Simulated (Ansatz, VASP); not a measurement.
# Os: VASP beside Ansatz

INCAR

```
PREC = Accurate
ENCUT = 520
EDIFF = 1E-8
ISMEAR = -1
SIGMA = 0.05
LREAL = False
LASPH = True
NELM = 100
ALGO = Normal
ISIF = 2
LWAVE = False
LCHARG = False
GGA = PS
LEFG = True
NBANDS = 10
```

KPOINTS

```
regular mesh
0
Gamma
  14 14 14
```

The input POSCAR:

```
Os
1.0
    0.0000000000      2.0033500000      1.9450000000
    2.0033500000      0.0000000000      1.9450000000
    2.0033500000      2.0033500000      0.0000000000
Os
1
Direct
    0.0000000000      0.0000000000      0.0000000000
```

Input for Ansatz:

```yaml
crystal:
  lattice:
    - [0.0, 2.00335, 1.945]
    - [2.00335, 0.0, 1.945]
    - [2.00335, 2.00335, 0.0]
  atoms:
    - { symbol: Os, position: [0.0, 0.0, 0.0] }
kpoints:
  mp_grid: { grid: [14, 14, 14] }
scf:
  occupations: { method: fermi_dirac, width: 0.05 }
hamiltonian:
  xc: pbesol
  pseudopotentials: { kind: all_electron, datasets: crystal }
output:
  forces: true
  stress: true
  eigenvalues: true
  efg: { contact_densities: true }
```

Change from the starting cell: equal xx and yy strain of +3 %, crystal datasets.

Alike in both runs: task electric field gradients; functional PBEsol; k mesh 14 × 14 × 14; occupations fermi-dirac, width 0.05 eV; no spin polarisation.

```csv
,VASP,Ansatz
version,VASP 6.6.1,Ansatz 0.2.0
potentials or method,"VASP PAW PBE potentials, release 64 (Os)","all-electron PAW with datasets made for the crystal, scalar-relativistic"
plane-wave cutoff (eV),520,see its input
```

|  | VASP | Ansatz | Ansatz less VASP |
| --- | --- | --- | --- |
| pressure (GPa) | -36.7 | -36.3 | +0.39 |
| largest component of the traceless stress (GPa) | 4.79 | 4.85 | +0.060 |
| Vzz of the field gradient on the site that differs most (V/Å²) | -3.7 | -2.1 | +1.56 |

Ansatz ran all-electron here, so the differences hold the error of VASP's frozen core and of both bases. Ansatz warned: «gradients_without_spin_orbit».

Caveats: the cell as given lies far from equilibrium; so large a pressure means that the cell lies far from this level's equilibrium, or that cutoff or potentials fall short (VASP); the potentials were made for another functional, which shifts forces and pressure (VASP). The runs have no spin-orbit coupling, so splittings on Os are missing.
